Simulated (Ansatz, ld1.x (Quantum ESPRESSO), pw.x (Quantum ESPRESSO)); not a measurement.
**molybdenum: one change to the TM potential, in the atom and in the fcc crystal**

| Item | Value |
| --- | --- |
| Element | Mo (Z = 42) |
| Generator | ld1.x (Quantum ESPRESSO) 7.5 |
| Type | norm-conserving Troullier–Martins (Kleinman–Bylander form) |
| Functional | PBEsol |
| Relativity | scalar-relativistic |
| Frozen core | [Kr] |
| Valence charge | 6 |
| Reference configuration | 4d6 5s0 5p0 |
| Partial waves | 5s (bound, empty): rc 2.20 bohr; 5p (bound, empty): rc 4.20 bohr; 4d (bound): rc 1.55 bohr |
| Local potential | all-electron potential smoothed inside 3.85 bohr (lloc = -2) |
| Core correction | none |

Change: wave 5s (bound): rc 2.20 bohr becomes 5s (bound): rc 1.92 bohr.

Cutoffs, loose and tight: the cutoffs (Ry, on a coarse ladder) from which the occupation-weighted sum of valence levels, in a spherical-Bessel basis at the reference potential, stays within 10 and 1 mRy of its value at 400 Ry. They do not see the model core or the augmentation charge, which bear on the density cutoff. Test errors are all-electron minus pseudo excitation energies from the reference, over the configurations 4d5 5s1 5p0; 4d5 5s0 5p0; 4d4 5s0 5p0; 4d4 5s2 5p0; 4d2 5s0 5p0; 4d4 5s1 5p1; 4d3 5s0 5p0; variants that change the core or the reference have their own tests.

Crystal test: fcc Mo in pw.x 7.5, no spin, 14³ k-points, Fermi–Dirac smearing 0.01 Ry, cutoffs set for each file from its atomic test. The reference is all-electron LAPW (Ansatz 0.2.0) with the same functional, mesh and smearing; V0 and B0 come from Birch–Murnaghan fits to the pressures at five volumes. Errors are pseudo minus all-electron; Δ is the rms difference of the E(V) curves that follow from these fits, minima aligned, over ±6 % about the mean V0. Mesh and smearing are coarse, so the numbers serve the comparison and aren't converged zero-temperature values; the lattice is a test structure that the element need not adopt.

All-electron: a0 = 3.963 Å (V0 = 15.56 Å³/atom), B0 = 253.7 GPa.

Problem. Does the change bring the crystal closer to the all-electron result?

Solution. The mean pressure error goes from +40.38 to +81.12 GPa, so the change moves the solid further from the all-electron pressures. Neither pressure curve crosses zero within the volumes sampled, so no fits are given.

| quantity | base | changed |
| --- | --- | --- |
| outcome (atom) | generated | generated |
| cutoff, loose (atom) | 45 Ry | 45 Ry |
| cutoff, tight (atom) | 55 Ry | 55 Ry |
| bound ghosts (atom) | none | s |
| largest test error (meV) (atom) | -776 over the solved tests; 1 of 7 tests not solved or not reliable | -776 over the solved tests; 1 of 7 tests not solved or not reliable |
| cutoffs in pw.x (Ry) | 70/280 | 70/280 |
| mean pressure error (GPa) | +40.38 | +81.12 |

Base: The largest radius (4.20 bohr) exceeds half the bond length (2.65 bohr), so the spheres overlap, which is one possible source of error among others. This is a poor potential for the solid. Atomic configuration tests: 1 of 7 tests not solved or not reliable. Changed file: The largest radius (4.20 bohr) exceeds half the bond length (2.65 bohr), so the spheres overlap, which is one possible source of error among others. This is a poor potential for the solid. Note: ghost state, extra bound levels that the all-electron valence spectrum of the same l lacks: s at -86.2 eV. A true bound ghost makes a file unfit for plane-wave use. Atomic configuration tests: 1 of 7 tests not solved or not reliable. The atomic cutoffs weigh occupied waves only.
